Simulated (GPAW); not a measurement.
Crystal: MnS.

```
Mn S
1.0
     3.95358    0.00000    0.00000
    -1.97679    3.42390    0.00000
     0.00000    0.00000    6.34253
Mn S
2 2
Direct
  0.66667 0.33333 0.49884
  0.33333 0.66667 0.99884
  0.33333 0.66667 0.62615
  0.66667 0.33333 0.12615
```

The cell is a database's computed one.

| Property | Result |
| --- | --- |
| Program | GPAW 26.7.0 |
| Task | relaxation of cell and atoms |
| Functional | PBEint |
| Potentials or basis | PAW data sets generated in the run's folder for this functional |
| Cutoff | 600 eV |
| Basis | pw |
| k mesh | 5 × 5 × 3 |
| Occupations | fermi-dirac, width 0.05 eV |
| Spin | collinear spin, ferromagnetic start |
| Starting moments | [4.0, 4.0, 0.0, 0.0] μB |

At the start: pressure 1.2 GPa; volume 21.46 Å³/atom.

Task: Where does the relaxation end?

Result: Over 8 steps the energy falls by 5.7 meV/atom and the volume is 21.93 Å³/atom (+2.2 %); space group P6_3mc (No. 186, to 0.05 Å); moment 9.89 μB per cell.

Step by step:
| step | energy change (eV) | largest force (eV/Å) | pressure (GPa) | volume (Å³) |
| --- | --- | --- | --- | --- |
| 1 | 0.0000 | 0.2956 | 1.24 | 85.86 |
| 2 | -0.0069 | 0.2270 | 1.11 | 86.01 |
| 3 | -0.0198 | 0.0026 | 0.62 | 86.67 |
| 4 | -0.0204 | 0.0211 | 0.51 | 86.83 |
| 5 | -0.0212 | 0.0365 | 0.35 | 87.10 |
| 6 | -0.0222 | 0.0363 | 0.14 | 87.45 |
| 7 | -0.0228 | 0.0181 | -0.01 | 87.70 |
| 8 | -0.0230 | 0.0017 | -0.03 | 87.73 |

Final structure:
```
Mn S
1.0
     3.97543    0.00000    0.00000
    -1.98771    3.44282    0.00000
     0.00000    0.00000    6.40960
Mn S
2 2
Cartesian
  1.9877 1.1476 3.2181
  0.0000 2.2952 6.4229
  0.0000 2.2952 3.9927
  1.9877 1.1476 0.7879
```

Caveat: the k mesh is coarse (spacing up to 0.37 Å⁻¹), so the values aren't converged; each step starts from the last one's moments, so a moment once lost doesn't come back; later steps reuse the first step's grids; only a ferromagnetic start was run, and an antiferromagnetic order may lie lower in energy.
